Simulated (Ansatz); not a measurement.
# La (P6_3/mmc) in Ansatz: reference runs

How does La come out in PBEsol? The cell is run as given and disturbed.

All numbers are computed with Ansatz 0.2.0; they aren't measurements. Logs are shortened: lines on timing, memory, paths and dates and some standing lists are left out, and cuts for length are marked.

### 1 The structure

Symmetry: P6_3/mmc, No. 194, hexagonal system. Conventional cell: a = 3.750 Å, b = 3.750 Å, c = 6.070 Å, α = 90.00°, β = 90.00°, γ = 120.00°. La (site symmetry -6m2) is surrounded by 12 La at 3.73 to 3.75 Å.

This isn't the form of La at room conditions, which is double hcp.

### 2 Single point, PBEsol

Contents of input.yaml:

```yaml
crystal:
  lattice:
    - [3.75, 0.0, 0.0]
    - [-1.875, 3.2475952642, 0.0]
    - [0.0, 0.0, 6.07]
  atoms:
    - { symbol: La, position: [0.6666666667, 0.3333333333, 0.75] }
    - { symbol: La, position: [0.3333333333, 0.6666666667, 0.25] }
hamiltonian:
  xc: pbesol
  pseudopotentials: { kind: paw }
kpoints:
  mp_grid: { grid: [8, 8, 5] }
scf:
  occupations: { method: fermi_dirac, width: 0.05 }
output:
  forces: true
  stress: true
  eigenvalues: true
```

Potentials or basis: Ansatz PAW.

The run is started by

```console
$ ansatz run input.yaml --threads 2 --pin off --max-ram 5632MiB --backend cpu --events-out ev --progress --plain --runs-dir out
```

The log of the run:

```text
Warning: RAYON_NUM_THREADS=2 ignored (pool sized by the plan → 2); use --threads N
Engine: ansatz 0.2.0, x86_64-unknown-linux-gnu
Pseudopotentials: kind: paw
Pseudopotential: La, paw, valence charge 11, recommended cutoff 420 eV (normal), La.paw.azcp
Functional definition: PBEsol
  exchange = pbesol_x
  correlation = pbesol_c
Crystal: 2 atoms, lattice volume = 73.923 Å³
Basis set: ecut = 420 eV, 1437 PW (Γ), exchange–correlation on 54×54×90 points (8 copies of the dense FFT grid, shifted against one another)
Bands: 15, of which v1, the nominal top of the filled ones, is band 11 counted from 1 (10 counted from 0)
Symmetry: 24 space group operations
Space group: P63/mmc (ITA 194), of the structure as read, at distance tolerance 4.2e-5 Å
k-points: 30 of 320
Non-local potential: La, projectors of the file, l = 0: 3, l = 1: 2, l = 2: 2, l = 3: 3
PAW form: soft (Blöchl's): semilocal exchange-correlation on the pseudo side does not see the compensation charge
PAW frozen core: La, regenerated for the run's functional, and the local potential with it (the file was generated under x = pbe(κ = 0.804, μ = 0.2195149727645171), c = pbe(β = 0.06672455060314922))
PAW one-centre angular grid: La, 590 points (default); XC on 64 Gauss nodes
Initial density: superposition of atomic densities (neutral atoms: chi_scale 0, normalization atom), corrected by the library's trained network
Initial wavefunctions: pseudopotential atomic-orbital guess
Functional: x = pbesol(κ = 0.804, μ = 0.12345679012345678), c = pbesol(β = 0.046)
SCF iter   1: F=—  HF=-12322.455121 eV  |F-HF|=—  |Δ(HF+E_count)|=         —  Δρ=2.64e-3  dr2=2.81e-3  ethr=1.77e-3  ⟨swp⟩=6.2  Hψ=2499  notcnv=0
preconditioner: auto → Kerker (q_TF=auto, 2.229 Å⁻¹)  [metal: Δε(μ)=0.060 eV  Ē_g=12.233 eV  σ=0.050 eV  W_gap=0.29  n_scr=22 (ndim 8)  ℏωp=18.3 eV  f_vac=0.000  D(μ)=4.48/eV (n_scr^D=36)]
SCF iter   2: F=—  HF=-12322.454614 eV  |F-HF|=—  |Δ(HF+E_count)|=   5.07e-4  Δρ=1.59e-3  dr2=1.11e-3  ethr=1.28e-5  ⟨swp⟩=2.0  Hψ=1060  notcnv=0
SCF iter   3: F=—  HF=-12322.455070 eV  |F-HF|=—  |Δ(HF+E_count)|=   4.57e-4  Δρ=2.00e-4  dr2=1.66e-5  ethr=5.06e-6  ⟨swp⟩=2.6  Hψ=836  notcnv=0
SCF iter   4: F=—  HF=-12322.455074 eV  |F-HF|=—  |Δ(HF+E_count)|=   4.09e-6  Δρ=3.81e-5  dr2=1.22e-6  ethr=7.53e-8  ⟨swp⟩=2.1  Hψ=795  notcnv=0
SCF iter   5: F=—  HF=-12322.455074 eV  |F-HF|=—  |Δ(HF+E_count)|=   6.89e-8  Δρ=1.28e-5  dr2=1.21e-7  ethr=5.55e-9  ⟨swp⟩=2.1  Hψ=778  notcnv=0
SCF iter   6: F=-12322.455074 eV  HF=-12322.455074 eV  |F-HF|=1.60e-10  |Δ(HF+E_count)|=   1.18e-8  Δρ=1.84e-6  dr2=2.44e-9  ethr=4.55e-10  ⟨swp⟩=7.1  Hψ=2188  notcnv=0
SCF 1 converged in 6 iterations: F = -12322.455074 eV  dr2 = 2.44e-9
SCF converged after 6 iterations
Free energy (F): -12322.455074 eV
Harris-Foulkes:  -12322.455074 eV  (|F-HF|=1.60e-10)
Internal energy: -12322.418255 eV  (E = F + TS)
E sigma→0 (E₀):  -12322.436665 eV
Entropy (-TS):   -0.036820 eV (-18.410 meV/atom)
Fermi energy:    10.944790 eV
--- Per-component energies (eV) ---
  E_band       = -91.562109
  E_kinetic    = 385.462868
  E_local      = -668.072001  (includes V_loc(G=0)·N_el)
  E_nonlocal   = 192.678895
  E_hartree    = 210.437302
  E_xc         = -276.168032
  E_vxc        = -293.799123  (∫ρ·V_xc dr)
  E_paw        = -10656.427728  (= ΣΔE_a)
  E_vpaw       = -128.707281  (= ΣTr[D̂ρ^β])
  E_aug_tail   = -0.000000  (compensation charges beyond the density's cutoff)
  E_ewald      = -1510.668577
  E_core_change = 0.339019  (= ΣΔE_core)
  E_smearing   = -0.036820  (= −TS)
  E_closure    = 0.000000  (closes the sum)
  Σ components = -12322.455074   (vs F -12322.455074, Δ=0.00e0)
--- Forces (eV/Å), atoms counted from 1 ---
  atom   1  La     0.00000000     0.00000000    -0.00000000
  atom   2  La    -0.00000000    -0.00000000     0.00000000
  max |Σ_I F_I| component: 1.39e-17 eV/Å
--- Stress (GPa, compression-positive) ---
       -1.368217       0.000000       0.000000
        0.000000      -1.368217      -0.000000
        0.000000      -0.000000      -1.682281
  P = ⅓ Tr σ = -1.4729 GPa (-14.729 kbar)
--- Band table (eV; the first three rows and the last of 30) ---
  k-point 0: bands = ["-21.8811", "-21.6740", "-6.2313", "-5.0038", "-5.0038", "-4.8142", "-4.8142", "-4.7901", "7.7186", "9.1659", "12.0023", "12.2659", "12.2659", "12.4065", "12.4932"]
  k-point 1: bands = ["-21.8619", "-21.6944", "-6.1086", "-4.9861", "-4.9861", "-4.9465", "-4.8327", "-4.8327", "8.0208", "9.2249", "11.8980", "12.2501", "12.2541", "12.2544", "12.2544"]
  k-point 2: bands = ["-21.8111", "-21.7471", "-5.7752", "-5.3336", "-4.9392", "-4.9392", "-4.8806", "-4.8806", "8.7290", "9.2266", "11.5589", "11.6967", "12.2797", "12.2797", "12.3267"]
  k-point 29: bands = ["-21.6398", "-21.6310", "-6.0037", "-5.9606", "-5.6398", "-5.5176", "-5.0945", "-5.0437", "9.9389", "10.2849", "10.8061", "10.8557", "11.6988", "11.9139", "12.4752"]
```

Wall time 2 s (2 threads of AMD EPYC 7R43 (Zen 3), shared host); peak memory 0.4 GiB.

Results:

* Free energy: -12322.4551 eV
* Pressure: -1.5 GPa
* Band gap on the k mesh: none (metal or under the smearing width)

Levels at points of the mesh, in eV from the Fermi level:
```csv
k point,band 8,band 9,band 10,band 11,band 12,band 13,band 14,band 15
"(0.00, 0.00, 0.00)",-15.73,-3.23,-1.78,1.06,1.32,1.32,1.46,1.55
"(0.00, -0.50, 0.00)",-15.93,-1.61,-1.18,-1.14,1.20,1.24,1.29,1.41
```

Caveat: the PAW data sets come from PBE, with cores solved anew for the run's functional, which leaves a small shift of forces and pressure.

### 3 Single point, PBEsol (atoms moved at random, drawn with an rms of 0.05 Å)

Changes to input.yaml since step 2:

```diff
@@ -6,4 +6,4 @@
   atoms:
-    - { symbol: La, position: [0.6666666667, 0.3333333333, 0.75] }
-    - { symbol: La, position: [0.3333333333, 0.6666666667, 0.25] }
+    - { symbol: La, position: [0.660781, 0.312292, 0.743263] }
+    - { symbol: La, position: [0.332642, 0.659009, 0.251611] }
 hamiltonian:
```

Potentials or basis: Ansatz PAW.

The run is started by

```console
$ ansatz run input.yaml --threads 2 --pin off --max-ram 5632MiB --backend cpu --events-out ev --progress --plain --runs-dir out
```

The log of the run:

```text
Warning: RAYON_NUM_THREADS=2 ignored (pool sized by the plan → 2); use --threads N
[... 6 set-up lines as earlier in the session ...]
Crystal: 2 atoms, lattice volume = 73.923 Å³
Basis set: ecut = 420 eV, 1437 PW (Γ), exchange–correlation on 54×54×90 points (8 copies of the dense FFT grid, shifted against one another)
Bands: 15, of which v1, the nominal top of the filled ones, is band 11 counted from 1 (10 counted from 0)
Symmetry: 2 space group operations
Space group: P-1 (ITA 2), of the structure as read, at distance tolerance 4.2e-5 Å
k-points: 162 of 320
[... 7 set-up lines as earlier in the session ...]
SCF iter   1: F=—  HF=-12322.453887 eV  |F-HF|=—  |Δ(HF+E_count)|=         —  Δρ=2.74e-3  dr2=3.69e-3  ethr=1.77e-3  ⟨swp⟩=6.2  Hψ=13514  notcnv=0
preconditioner: auto → Kerker (q_TF=auto, 2.229 Å⁻¹)  [metal: Δε(μ)=0.003 eV  Ē_g=12.214 eV  σ=0.050 eV  W_gap=0.01  n_scr=22 (ndim 8)  ℏωp=18.3 eV  f_vac=0.000  D(μ)=4.45/eV (n_scr^D=36)]
SCF iter   2: F=—  HF=-12322.453024 eV  |F-HF|=—  |Δ(HF+E_count)|=   8.63e-4  Δρ=1.64e-3  dr2=1.35e-3  ethr=1.68e-5  ⟨swp⟩=2.1  Hψ=5835  notcnv=0
SCF iter   3: F=—  HF=-12322.453452 eV  |F-HF|=—  |Δ(HF+E_count)|=   4.28e-4  Δρ=2.19e-4  dr2=2.15e-5  ethr=6.13e-6  ⟨swp⟩=2.9  Hψ=4729  notcnv=0
SCF iter   4: F=—  HF=-12322.453456 eV  |F-HF|=—  |Δ(HF+E_count)|=   4.42e-6  Δρ=6.09e-5  dr2=1.95e-6  ethr=9.79e-8  ⟨swp⟩=2.1  Hψ=4262  notcnv=0
SCF iter   5: F=—  HF=-12322.453456 eV  |F-HF|=—  |Δ(HF+E_count)|=   9.17e-8  Δρ=1.26e-5  dr2=1.30e-7  ethr=8.87e-9  ⟨swp⟩=1.6  Hψ=2704  notcnv=0
SCF iter   6: F=-12322.453456 eV  HF=-12322.453456 eV  |F-HF|=3.62e-10  |Δ(HF+E_count)|=   8.42e-9  Δρ=2.08e-6  dr2=3.40e-9  ethr=4.55e-10  ⟨swp⟩=7.3  Hψ=11689  notcnv=0
SCF 1 converged in 6 iterations: F = -12322.453456 eV  dr2 = 3.40e-9
SCF converged after 6 iterations
Free energy (F): -12322.453456 eV
Harris-Foulkes:  -12322.453456 eV  (|F-HF|=3.62e-10)
Internal energy: -12322.416883 eV  (E = F + TS)
E sigma→0 (E₀):  -12322.435170 eV
Entropy (-TS):   -0.036573 eV (-18.286 meV/atom)
Fermi energy:    10.942451 eV
--- Per-component energies (eV) ---
  E_band       = -91.569402
  E_kinetic    = 385.485903
  E_local      = -668.794137  (includes V_loc(G=0)·N_el)
  E_nonlocal   = 192.680879
  E_hartree    = 210.788277
  E_xc         = -276.176768
  E_vxc        = -293.810994  (∫ρ·V_xc dr)
  E_paw        = -10656.429425  (= ΣΔE_a)
  E_vpaw       = -128.707328  (= ΣTr[D̂ρ^β])
  E_aug_tail   = -0.000000  (compensation charges beyond the density's cutoff)
  E_ewald      = -1510.310631
  E_core_change = 0.339019  (= ΣΔE_core)
  E_smearing   = -0.036573  (= −TS)
  E_closure    = 0.000000  (closes the sum)
  Σ components = -12322.453456   (vs F -12322.453456, Δ=0.00e0)
--- Forces (eV/Å), atoms counted from 1 ---
  atom   1  La    -0.00079704     0.00014151     0.06351781
  atom   2  La     0.00079704    -0.00014151    -0.06351781
  max |Σ_I F_I| component: 0.00e0 eV/Å
--- Stress (GPa, compression-positive) ---
       -1.432784       0.007718      -0.002330
        0.007718      -1.310149       0.019367
       -0.002329       0.019367      -1.646790
  P = ⅓ Tr σ = -1.4632 GPa (-14.632 kbar)
--- Band table (eV; the first three rows and the last of 162) ---
  k-point 0: bands = ["-21.8819", "-21.6731", "-6.2334", "-5.0132", "-4.9962", "-4.8204", "-4.8075", "-4.7879", "7.7198", "9.1644", "11.9972", "12.2531", "12.2698", "12.4033", "12.4976"]
  k-point 1: bands = ["-21.8629", "-21.6933", "-6.1113", "-4.9951", "-4.9801", "-4.9431", "-4.8372", "-4.8271", "8.0218", "9.2233", "11.8851", "12.2404", "12.2496", "12.2546", "12.2656"]
  k-point 2: bands = ["-21.8136", "-21.7445", "-5.7819", "-5.3272", "-4.9453", "-4.9382", "-4.8799", "-4.8772", "8.7295", "9.2258", "11.5015", "11.7502", "12.2708", "12.2771", "12.3269"]
  k-point 161: bands = ["-21.6615", "-21.6366", "-6.1822", "-6.0969", "-5.2619", "-5.2169", "-5.1095", "-5.1013", "9.1323", "9.4569", "10.4494", "10.7370", "12.2224", "12.5510", "12.6096"]
```

It took 7.3 s on 2 threads of AMD EPYC 7R43 (Zen 3), shared host; peak memory 0.51 GiB.

Results:

```yaml
Free_energy: -12322.4535 eV
Pressure: -1.5 GPa
Largest_force: 0.064 eV/Å
Band_gap_on_the_k_mesh: none (metal or under the smearing width)
```

Forces in eV/Å, atoms in the order of the input:
```
La  -0.001  0.000  0.064
La   0.001  0.000 -0.064
```

Levels at points of the mesh, in eV from the Fermi level:
```
             k point  band 7  band 8  band 9  band 10  band 11  band 12  band 13  band 14  band 15
  (0.00, 0.00, 0.00)  -15.75  -15.73   -3.22    -1.78     1.05     1.31     1.33     1.46     1.56
 (0.00, -0.50, 0.00)  -16.12  -15.93   -1.61    -1.14    -1.07     1.18     1.22     1.25     1.42
 (-0.50, 0.00, 0.00)  -16.07  -15.93   -1.61    -1.19    -1.16     1.21     1.23     1.33     1.41
(-0.50, -0.50, 0.00)  -16.06  -15.93   -1.61    -1.20    -1.18     1.21     1.22     1.34     1.41
```

Caveat: the PAW data sets come from PBE, with cores solved anew for the run's functional, which leaves a small shift of forces and pressure. Spin-orbit coupling is left out, which matters for the levels of La.
